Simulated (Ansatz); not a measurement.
# Si: the cost of one run

Method: DFT PBE, scalar-relativistic, plane waves, PAW, in Ansatz 0.2.0.

## (1) The structure to begin with

It takes space group I4/mmm (No. 139, tetragonal). The conventional cell has a = 6.651 Å, b = 6.651 Å, c = 3.845 Å, α = 90.00°, β = 90.00°, γ = 90.00°. Around Si (site symmetry m2m) lie 4 Si at 2.34 to 2.38 Å.

Structure file:

```cif
data_structure
_symmetry_space_group_name_H-M 'I4/mmm'
_symmetry_Int_Tables_number 139
_cell_length_a 6.6509
_cell_length_b 6.6509
_cell_length_c 3.8448
_cell_angle_alpha 90.000
_cell_angle_beta 90.000
_cell_angle_gamma 90.000
_cell_volume 170.07
loop_
_atom_site_label
_atom_site_type_symbol
_atom_site_symmetry_multiplicity
_atom_site_Wyckoff_symbol
_atom_site_fract_x
_atom_site_fract_y
_atom_site_fract_z
_atom_site_occupancy
Si1 Si 8 h 0.17880 0.17880 0.00000 1
```

The runs take a perfect supercell of 64 atoms; the defect goes to fractional position (0.134, 0.955, 0.955).

## (2) The perfect supercell

File input.yaml:

```yaml
crystal:
  lattice:
    - [6.650888, 6.650889, 3.844771]
    - [-9.976333, 3.325444, 1.922386]
    - [3.325444, -9.976333, 9.611928]
  atoms:
    - { symbol: Si, position: [0.134101, 0.9553, 0.9553] }
    - { symbol: Si, position: [0.384101, 0.7053, 0.7053] }
    - { symbol: Si, position: [0.134101, 0.7053, 0.2053] }
    - { symbol: Si, position: [0.634101, 0.4553, 0.4553] }
    - { symbol: Si, position: [0.884101, 0.2053, 0.2053] }
    - { symbol: Si, position: [0.384101, 0.4553, 0.9553] }
    - { symbol: Si, position: [0.634101, 0.2053, 0.7053] }
    - { symbol: Si, position: [0.134101, 0.4553, 0.4553] }
    - { symbol: Si, position: [0.384101, 0.2053, 0.2053] }
    - { symbol: Si, position: [0.134101, 0.2053, 0.7053] }
    - { symbol: Si, position: [0.884101, 0.9553, 0.4553] }
    - { symbol: Si, position: [0.634101, 0.9553, 0.9553] }
    - { symbol: Si, position: [0.884101, 0.7053, 0.7053] }
    - { symbol: Si, position: [0.384101, 0.9553, 0.4553] }
    - { symbol: Si, position: [0.634101, 0.7053, 0.2053] }
    - { symbol: Si, position: [0.884101, 0.4553, 0.9553] }
    - { symbol: Si, position: [0.115899, 0.5447, 0.0447] }
    - { symbol: Si, position: [0.365899, 0.2947, 0.7947] }
    - { symbol: Si, position: [0.615899, 0.0447, 0.5447] }
    - { symbol: Si, position: [0.115899, 0.2947, 0.2947] }
    - { symbol: Si, position: [0.365899, 0.0447, 0.0447] }
    - { symbol: Si, position: [0.115899, 0.0447, 0.5447] }
    - { symbol: Si, position: [0.865899, 0.7947, 0.2947] }
    - { symbol: Si, position: [0.615899, 0.7947, 0.7947] }
    - { symbol: Si, position: [0.865899, 0.5447, 0.5447] }
    - { symbol: Si, position: [0.365899, 0.7947, 0.2947] }
    - { symbol: Si, position: [0.615899, 0.5447, 0.0447] }
    - { symbol: Si, position: [0.115899, 0.7947, 0.7947] }
    - { symbol: Si, position: [0.365899, 0.5447, 0.5447] }
    - { symbol: Si, position: [0.865899, 0.2947, 0.7947] }
    - { symbol: Si, position: [0.615899, 0.2947, 0.2947] }
    - { symbol: Si, position: [0.865899, 0.0447, 0.0447] }
    - { symbol: Si, position: [0.0447, 0.134101, 0.9553] }
    - { symbol: Si, position: [0.2947, 0.884101, 0.7053] }
    - { symbol: Si, position: [0.5447, 0.634101, 0.4553] }
    - { symbol: Si, position: [0.0447, 0.884101, 0.2053] }
    - { symbol: Si, position: [0.2947, 0.634101, 0.9553] }
    - { symbol: Si, position: [0.0447, 0.634101, 0.4553] }
    - { symbol: Si, position: [0.7947, 0.384101, 0.2053] }
    - { symbol: Si, position: [0.5447, 0.384101, 0.7053] }
    - { symbol: Si, position: [0.7947, 0.134101, 0.4553] }
    - { symbol: Si, position: [0.2947, 0.384101, 0.2053] }
    - { symbol: Si, position: [0.5447, 0.134101, 0.9553] }
    - { symbol: Si, position: [0.0447, 0.384101, 0.7053] }
    - { symbol: Si, position: [0.2947, 0.134101, 0.4553] }
    - { symbol: Si, position: [0.7947, 0.884101, 0.7053] }
    - { symbol: Si, position: [0.5447, 0.884101, 0.2053] }
    - { symbol: Si, position: [0.7947, 0.634101, 0.9553] }
    - { symbol: Si, position: [0.2053, 0.615899, 0.7947] }
    - { symbol: Si, position: [0.4553, 0.365899, 0.5447] }
    - { symbol: Si, position: [0.7053, 0.115899, 0.2947] }
    - { symbol: Si, position: [0.2053, 0.365899, 0.0447] }
    - { symbol: Si, position: [0.4553, 0.115899, 0.7947] }
    - { symbol: Si, position: [0.2053, 0.115899, 0.2947] }
    - { symbol: Si, position: [0.9553, 0.865899, 0.0447] }
    - { symbol: Si, position: [0.7053, 0.865899, 0.5447] }
    - { symbol: Si, position: [0.9553, 0.615899, 0.2947] }
    - { symbol: Si, position: [0.4553, 0.865899, 0.0447] }
    - { symbol: Si, position: [0.7053, 0.615899, 0.7947] }
    - { symbol: Si, position: [0.2053, 0.865899, 0.5447] }
    - { symbol: Si, position: [0.4553, 0.615899, 0.2947] }
    - { symbol: Si, position: [0.9553, 0.365899, 0.5447] }
    - { symbol: Si, position: [0.7053, 0.365899, 0.0447] }
    - { symbol: Si, position: [0.9553, 0.115899, 0.7947] }
basis:
  ecutwfc: 420
  fft_grid_basis: typed
kpoints:
  mp_grid: { grid: [1, 1, 1] }
hamiltonian:
  xc: pbe
  pseudopotentials: { kind: paw }
scf:
  occupations: { method: gaussian, width: 0.05 }
output:
  forces: true
  stress: false
  eigenvalues: true
  bader: false
  write_density: true
  volumetric_format: npy
```

Started as:

```sh
> ansatz run input.yaml --threads 4 --pin off --max-ram 10240MiB --backend cpu --events-out ev --progress --plain --runs-dir out
```

What time and memory should one allow on 4 threads of Intel Xeon Platinum 8488C (Sapphire Rapids), shared host?

About 4 s, with a peak of 1.2 GiB.
